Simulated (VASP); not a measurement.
# AlP (F-43m) in VASP: settings compared, part 3 of 3

VASP 6.6.1.

### 5 Single point, PBE

This run uses another cell than the first one, of 21.24 Å³/atom, 1.038 times its volume.

Contents of INCAR:

```
ALGO     = Normal         # electronic algorithm
EDIFF    = 1E-6           # SCF threshold, eV
ENCUT    = 500            # plane-wave cutoff, eV
GGA      = PE             # functional
GGA_COMPAT= False        
ISIF     = 2              # what is computed and relaxed
ISMEAR   = 0              # smearing method
LASPH    = True           # aspherical terms in the spheres
LCHARG   = True           # write CHGCAR
LELF     = True           # ELF
LREAL    = False          # projectors in reciprocal space
LVHAR    = True         
LWAVE    = False          # write WAVECAR
NBANDS   = 11             # bands
NELM     = 120            # most SCF steps
PREC     = Accurate       # precision mode
SIGMA    = 0.01           # smearing width, eV
```

Contents of KPOINTS:

```
k-points
0
Gamma
  8 8 8
```

Contents of POSCAR:

```
AlP
1.0
    0.0000000000      2.7692422729      2.7692422729
    2.7692422729      0.0000000000      2.7692422729
    2.7692422729      2.7692422729      0.0000000000
Al P
1 1
Direct
    0.0000000000      0.0000000000      0.0000000000
    0.7500000000      0.7500000000      0.7500000000
```

Potentials or basis: VASP PAW PBE potentials, release 64 (Al, P).

Command:

```console
$ cat potpaw_PBE.64/Al/POTCAR potpaw_PBE.64/P/POTCAR > POTCAR
$ mpirun -np 1 vasp_std > vasp.out
```

OUTCAR:

```text
EDIFF = 1E-6
   ENCUT = 500
   GGA = PE
   ISIF = 2
   ISMEAR = 0
   LASPH = True
   LREAL = False
   NELM = 120
   PREC = Accurate

 ion  position               nearest neighbor table
   1  0.000  0.000  0.000-   2 2.40   2 2.40   2 2.40   2 2.40
   2  0.750  0.750  0.750-   1 2.40   1 2.40   1 2.40   1 2.40

  LATTYP: Found a face centered cubic cell.
 ALAT       =     5.5384845458

  Lattice vectors:

 A1 = (   0.0000000000,   2.7692422729,   2.7692422729)
 A2 = (   2.7692422729,   0.0000000000,   2.7692422729)
 A3 = (   2.7692422729,   2.7692422729,   0.0000000000)

Analysis of symmetry for initial positions (statically):
=====================================================================
 Subroutine PRICEL returns:
 Original cell was already a primitive cell.

 Routine SETGRP: Setting up the symmetry group for a
 face centered cubic supercell.

 Subroutine GETGRP returns: Found 24 space group operations
 (whereof 24 operations were pure point group operations)
 out of a pool of 48 trial point group operations.

The static configuration has the point symmetry T_d .

Analysis of symmetry for dynamics (positions and initial velocities):
=====================================================================
 Subroutine PRICEL returns:
 Original cell was already a primitive cell.

 Routine SETGRP: Setting up the symmetry group for a
 face centered cubic supercell.

 Subroutine GETGRP returns: Found 24 space group operations
 (whereof 24 operations were pure point group operations)
 out of a pool of 48 trial point group operations.

The dynamic configuration has the point symmetry T_d .

 Subroutine INISYM returns: Found 24 space group operations
 (whereof 24 operations are pure point group operations),
 and found     1 'primitive' translations

----------------------------------------------------------------------------------------

                                     Primitive cell

  volume of cell :      42.4730

  direct lattice vectors                    reciprocal lattice vectors
     0.000000000  2.769242273  2.769242273    -0.180554806  0.180554806  0.180554806
     2.769242273  0.000000000  2.769242273     0.180554806 -0.180554806  0.180554806
     2.769242273  2.769242273  0.000000000     0.180554806  0.180554806 -0.180554806

  length of vectors
     3.916299980  3.916299980  3.916299980     0.312730097  0.312730097  0.312730097

  position of ions in fractional coordinates (direct lattice)
     0.000000000  0.000000000  0.000000000
     0.750000000  0.750000000  0.750000000

  ion indices of the primitive-cell ions
   primitive index   ion index
                 1           1
                 2           2

----------------------------------------------------------------------------------------

 KPOINTS: k-points

Automatic generation of k-mesh.
 Grid dimensions read from file:
 generate k-points for:    8    8    8

 Generating k-lattice:

  Cartesian coordinates                     Fractional coordinates (reciprocal lattice)
    -0.022569351  0.022569351  0.022569351     0.125000000  0.000000000  0.000000000
     0.022569351 -0.022569351  0.022569351     0.000000000  0.125000000  0.000000000
     0.022569351  0.022569351 -0.022569351     0.000000000  0.000000000  0.125000000

  Length of vectors
     0.039091262  0.039091262  0.039091262

  Shift w.r.t. Gamma in fractional coordinates (k-lattice)
     0.000000000  0.000000000  0.000000000

 Subroutine IBZKPT returns following result:
 ===========================================

 Found     29 irreducible k-points:

 Following reciprocal coordinates:
            Coordinates               Weight
  0.000000  0.000000  0.000000      1.000000
  0.125000  0.000000  0.000000      8.000000
  0.250000  0.000000  0.000000      8.000000
  0.375000  0.000000  0.000000      8.000000
  0.500000  0.000000  0.000000      4.000000
  0.125000  0.125000  0.000000      6.000000
[... 16 lines left out ...]
  0.500000  0.250000  0.125000     48.000000
 -0.375000  0.250000  0.125000     24.000000
 [... further k-points ...]
   k-points           NKPTS =     29   k-points in BZ     NKDIM =     29   number of bands    NBANDS=     11
   number of dos      NEDOS =    301   number of ions     NIONS =      2
   total plane-waves  NPLWV =  27000
   dimension x,y,z NGX =    30 NGY =   30 NGZ =   30
   dimension x,y,z NGXF=    60 NGYF=   60 NGZF=   60
   ions per type =               1   1
   NGX,Y,Z   is equivalent  to a cutoff of  12.73, 12.73, 12.73 a.u.
   NGXF,Y,Z  is equivalent  to a cutoff of  25.47, 25.47, 25.47 a.u.
 SYSTEM =  unknown system
   PREC   = accura    normal or accurate (medium, high low for compatibility)
   ISTART =      0    job   : 0-new  1-cont  2-samecut
   ICHARG =      2    charge: 1-file 2-atom 10-const
   ISPIN  =      1    spin polarized calculation?
   LNONCOLLINEAR =      F non collinear calculations
   LSORBIT =      F    spin-orbit coupling
   LASPH  =      T    aspherical Exc in radial PAW
   ENCUT  =  500.0 eV  36.75 Ry    6.06 a.u.   7.14  7.14  7.14*2*pi/ulx,y,z
   NELM   =    120;   NELMIN=  2; NELMDL= -5     # of ELM steps
   EDIFF  = 0.1E-05   stopping-criterion for ELM
   LREAL  =      F    real-space projection
   EDIFFG = 0.1E-04   stopping-criterion for IOM
   NSW    =      0    number of steps for IOM
   IBRION =     -1    ionic relax: 0-MD 1-quasi-New 2-CG
   NFREE  =      0    steps in history (QN), initial steepest desc. (CG)
   ISIF   =      2    stress and relaxation
   ISYM   =      2    0-nonsym 1-usesym 2-fastsym
   POTIM  = 0.5000    time-step for ionic-motion
   TEBEG  =    0.0;   TEEND  =   0.0 temperature during run
   PSTRESS=    0.0 pullay stress
   NELECT =       8.0000    total number of electrons
   NUPDOWN=      -1.0000    fix difference up-down
   EMIN   =  10.00;   EMAX   =-10.00  energy-range for DOS
   EFERMI =   0.00;   METHOD = LEGACY
   ISMEAR =     0;   SIGMA  =   0.01  broadening in eV -4-tet -1-fermi 0-gaus
   EFERMI_NEDOS =   21; number of points for ismear=-14 and -15
   IALGO  =     38    algorithm
   IMIX   =      4    mixing-type and parameters
     AMIX     =   0.40;   BMIX     =  1.00
     AMIX_MAG =   1.60;   BMIX_MAG =  1.00
  volume/ion in A,a.u.               =      21.24       143.31
  Fermi-wavevector in a.u.,A,eV,Ry     =   0.938427  1.773370 11.981908  0.880645
  Thomas-Fermi vector in A             =   2.065638
   LORBIT       =      0    0 simple, 1 ext, 2 COOP (PROOUT), +10 PAW based schemes
   GGA     = PE    functional components
   LHFCALC =     F    Hartree Fock is set to
   AEXX    =    0.0000 exact exchange contribution
   IVDW    =     0    specifies the selected vdW correction
   LEPSILON=     F    determine dielectric tensor
   LRPA    =     F    only Hartree local field effects (RPA)
 non-spin polarized calculation
 Gauss-broadening in eV      SIGMA  =   0.01
  energy-cutoff  :      500.00
  volume of cell :       42.47
 maximum number of plane-waves:      1090
 NGX is ok and might be reduce to    30
   NGX = 15   NGY = 15   NGZ = 15

 number of electron       8.0000000 magnetization

 Free energy of the ion-electron system (eV)
  ---------------------------------------------------
  ext. energy  EPLUGINS =         0.00000000
  ---------------------------------------------------
  free energy    TOTEN  =       -10.37347164 eV

  energy without entropy =      -10.37347164  energy(sigma->0) =      -10.37347164

 E-fermi :   4.2960     XC(G=0):  -9.0434

 val. band max:        4.1959946537   @ k =   0.0000   0.0000   0.0000
 cond. band min:       5.8569979380   @ k =   0.5000   0.5000   0.0000
 fundamental gap:      1.6610032843
 Fermi energy:         4.2959757769

 k-point     1 :       0.0000    0.0000    0.0000
  band No.  band energies     occupation
      1      -7.0691      2.00000
      2       4.1960      2.00000
      3       4.1960      2.00000
      4       4.1960      2.00000
      5       7.1383      0.00000
      6       8.6969      0.00000
      7       8.6969      0.00000
      8       8.6969      0.00000
      9      12.9811      0.00000
     10      12.9811      0.00000
     11      14.1927      0.00000
[... 309 lines left out ...]
 k-point    24 :      -0.3750    0.2500    0.1250
  band No.  band energies     occupation
      1      -5.2001      2.00000
      2      -0.8172      2.00000
      3       1.6995      2.00000
      4       2.7788      2.00000
      5       8.0889      0.00000
      6       8.6688      0.00000
      7      10.9418      0.00000
      8      11.7597      0.00000
      9      13.0014      0.00000
     10      15.4742      0.00000
     11      16.6396      0.00000

 [... further k-points ...]
[... 5 lines left out ...]
  --------------------------------------------------------------------------------------
  -------------------------------------------------------------------------------------
  Total       -0.3762137     -0.3762137     -0.3762137      0.0000000      0.0000000      0.0000000
  in kB      -14.1916308    -14.1916308    -14.1916308      0.0000000      0.0000000      0.0000000
  external PRESSURE =     -14.1916308 kB  Pullay stress =       0.0000000 kB

 VOLUME and BASIS-vectors are now :
 -----------------------------------------------------------------------------
  energy-cutoff  :      500.00
  volume of cell :       42.47
      direct lattice vectors                 reciprocal lattice vectors
     0.000000000  2.769242273  2.769242273    -0.180554806  0.180554806  0.180554806
     2.769242273  0.000000000  2.769242273     0.180554806 -0.180554806  0.180554806
     2.769242273  2.769242273  0.000000000     0.180554806  0.180554806 -0.180554806

 POSITION                                       TOTAL-FORCE (eV/Angst)
 -----------------------------------------------------------------------------------
      0.00000      0.00000      0.00000         0.000000      0.000000     -0.000000
      4.15386      4.15386      4.15386        -0.000000     -0.000000      0.000000
 -----------------------------------------------------------------------------------
    total drift:                                0.000000      0.000000      0.000000

  FREE ENERGIE OF THE ION-ELECTRON SYSTEM (eV)
  ---------------------------------------------------
  free  energy   TOTEN  =       -10.3734716444 eV

  energy  without entropy=      -10.3734716444  energy(sigma->0) =      -10.37347164
```

Run time: 9.3 s. Hardware: 1 thread of Intel Xeon Platinum 8559C (Emerald Rapids), shared host; peak memory 0.16 GiB.

What came out:

```
Free energy            : -10.3735 eV
Pressure               : -1.4 GPa
Band gap on the k mesh : 1.66 eV, indirect (least direct gap 2.94 eV)
```

### 6 The runs side by side

```csv
task,level,cell,k mesh,gap on the mesh (eV),pressure (GPa)
relaxation of cell and atoms,PBEsol,"relaxed to 5 GPa from a = 3.868 Å, angles 60.0°, 2 atoms",8 × 8 × 8,1.35,5.0
relaxation of cell and atoms,PBEsol,"relaxed to 22 GPa from a = 3.738 Å, angles 60.0°, 2 atoms",10 × 10 × 10,1.05,22.0
single point,PBEsol,"a = 3.916 Å, angles 60.0°, 2 atoms",8 × 8 × 8,1.52,-3.0
single point,PBE,"a = 3.916 Å, angles 60.0°, 2 atoms",8 × 8 × 8,1.66,-1.4
```

Alike in all rows: potentials or basis VASP PAW PBE potentials, release 64 (Al, P); no spin polarisation; cutoff (eV) 500; smearing gaussian 0.01 eV.

Caveats: the PAW data sets were made with another functional, which shifts forces and pressure a little (some runs); the cell is relaxed towards a set pressure, so the enthalpy falls and the energy may rise (some runs).

Total energies depend on the potentials used, so only differences within one code and one set of settings carry meaning.

### 7 How close it comes

Step 5. Against the measured gap of AlP, 2.505 eV (indirect; 4.2 K; a printed reference work, data compilation), the calculated 1.66 eV is off by -0.84 eV. The value is that of PBE on a finite k mesh, which can miss the band edges, without temperature or zero-point motion. Semilocal functionals fall short of measured gaps as a rule.
